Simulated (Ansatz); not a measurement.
`O=Cc1ccccc1` and `FC(F)(F)Cc1ccccc1` differ in one atom or group.

Ansatz, PBE0-D4/def2-TZVP geometries, multiplicity 1. Each molecule was computed in one conformer, which needn't be the lowest.

```
                                          property  `O=Cc1ccccc1`
                HOMO energy (PBE0/def2-TZVPP) / eV          -7.52
size of the dipole moment (ωB97M-V/def2-TZVPP) / D           3.29
             HOMO energy (ωB97M-V/def2-TZVPP) / eV          -9.79
    size of the dipole moment (PBE/def2-TZVPP) / D           3.29
               HOMO–LUMO gap (PBE/def2-TZVPP) / eV           3.08
              HOMO–LUMO gap (PBE0/def2-TZVPP) / eV           5.64
```

Task: Give the same properties after the change, and the shifts. (An estimate is asked.)

Result: The calculation gave: 
| property | `FC(F)(F)Cc1ccccc1` | shift |
| --- | --- | --- |
| HOMO energy (PBE0/def2-TZVPP) / eV | -7.43 | 0.09 |
| size of the dipole moment (ωB97M-V/def2-TZVPP) / D | 2.27 | -1.02 |
| HOMO energy (ωB97M-V/def2-TZVPP) / eV | -9.52 | 0.27 |
| size of the dipole moment (PBE/def2-TZVPP) / D | 2.10 | -1.19 |
| HOMO–LUMO gap (PBE/def2-TZVPP) / eV | 5.01 | 1.93 |
| HOMO–LUMO gap (PBE0/def2-TZVPP) / eV | 6.91 | 1.27 |

With PBE0 the HOMO rises by 0.09 eV and the LUMO rises by 1.35 eV, so the gap widens by about 1.26 eV. PBE moves the HOMO by -0.55 eV and ωB97M-V by 0.27 eV. Dipoles are sizes alone; their direction can turn.

Positive LUMOs are unbound, so they and the gaps depend on the basis.
